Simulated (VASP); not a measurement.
A run of VASP 6.6.1 is set up as follows.

INCAR

```
PREC = Accurate ; ENCUT = 350
EDIFF = 1E-5 ; ISMEAR = 0
SIGMA = 0.03 ; LREAL = Auto
LASPH = True ; NELM = 120
ALGO = All ; ISIF = 2
LWAVE = False ; LCHARG = False
ISPIN = 2 ; MAGMOM = 0.5 0.5 0.5 0 0.5 0 0 0 0 0 0 0 0 0 0 0 0 0 0 0 0 0 0
LORBIT = 11 ; GGA = PS
NELECT = 210.0 ; ISYM = 0
```

KPOINTS

```
Automatic mesh
0
Gamma
  2 2 2
```

POSCAR

```
Ga12As11
1.0
    0.0000000000      8.4805500000      8.4805500000
    5.6537000000      0.0000000000      5.6537000000
    5.6537000000      5.6537000000      0.0000000000
Ga As
12 11
Direct
    0.0000000000      0.0000000000      0.0000000000
    0.0000000000      0.0000000000      0.5000000000
    0.0000000000      0.5000000000      0.0000000000
    0.0000000000      0.5000000000      0.5000000000
    0.3333330000      0.0000000000      0.0000000000
    0.3333330000      0.0000000000      0.5000000000
    0.3333330000      0.5000000000      0.0000000000
    0.3333330000      0.5000000000      0.5000000000
    0.6666670000      0.0000000000      0.0000000000
    0.6666670000      0.0000000000      0.5000000000
    0.6666670000      0.5000000000      0.0000000000
    0.6666670000      0.5000000000      0.5000000000
    0.0833333333      0.1250000000      0.6250000000
    0.0833333333      0.6250000000      0.1250000000
    0.0833333333      0.6250000000      0.6250000000
    0.4166663333      0.1250000000      0.1250000000
    0.4166663333      0.1250000000      0.6250000000
    0.4166663333      0.6250000000      0.1250000000
    0.4166663333      0.6250000000      0.6250000000
    0.7500003333      0.1250000000      0.1250000000
    0.7500003333      0.1250000000      0.6250000000
    0.7500003333      0.6250000000      0.1250000000
    0.7500003333      0.6250000000      0.6250000000
```

Potentials or basis: VASP PAW PBE potentials, release 64 (Ga_d, As).

Launch:

```sh
$ cat potpaw_PBE.64/Ga_d/POTCAR potpaw_PBE.64/As/POTCAR > POTCAR
$ mpirun -np 1 vasp_std > vasp.out
```

(1) Estimate the band gap on the k mesh.

(2) What does it give for the largest force?

(3) Estimate the net moment.

## Answers

(1) 0.13 eV, indirect (least direct gap 0.35 eV).

(2) 0.462 eV/Å.

(3) 0.00 μB per cell.

Caveat: the k mesh is coarse (spacing up to 0.48 Å⁻¹), so the values aren't converged; the cell is charged against a uniform background, so pressure and absolute levels hang on convention; the PAW data sets were made with another functional, which shifts forces and pressure a little.
